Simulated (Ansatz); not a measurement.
Given:

GeTe (alpha-GeTe type, space group R3m)

```
GeTe
1.0
    2.09375     1.20882     3.68733
   -2.09375     1.20882     3.68733
    0.00000    -2.41765     3.68733
Ge Te
1 1
Direct
  0.23183   0.23183   0.23183
  0.76817   0.76817   0.76817
```

The volume is varied about the relaxed value V₀ at fixed cell shape. The atoms relax within the cell's symmetry.

Method: r2SCAN (plane waves to 500 eV, PAW, scalar-relativistic; Ansatz, an electronic-structure program). k mesh 10×10×10 (Γ-centred), Fermi-Dirac smearing 0.05 eV. The energy includes the smearing's −TS. Compression counts positive. With the shape held, the modulus is that of even scaling; a crystal free to change shape is softer. GeTe was relaxed with its symmetry unable to fall. Spin-orbit coupling is left out, though Te is heavy. The PAW data are Ansatz's earlier set. ΔE is measured from the relaxed starting cell.

The scan covers V/V₀ from 0.840 to 1.160 in 11 points.

Problem. What is ΔE at V/V₀ = 0.840?

Solution. 111 meV/atom.

Problem. What pressure does the cell carry at V/V₀ = 0.840?

Solution. 9.1 GPa.

Problem. What is ΔE at V/V₀ = 1.160?

Solution. 61 meV/atom.

(A scan under strain: stresses follow from slopes of the energy per volume, elastic moduli from its curvatures.)
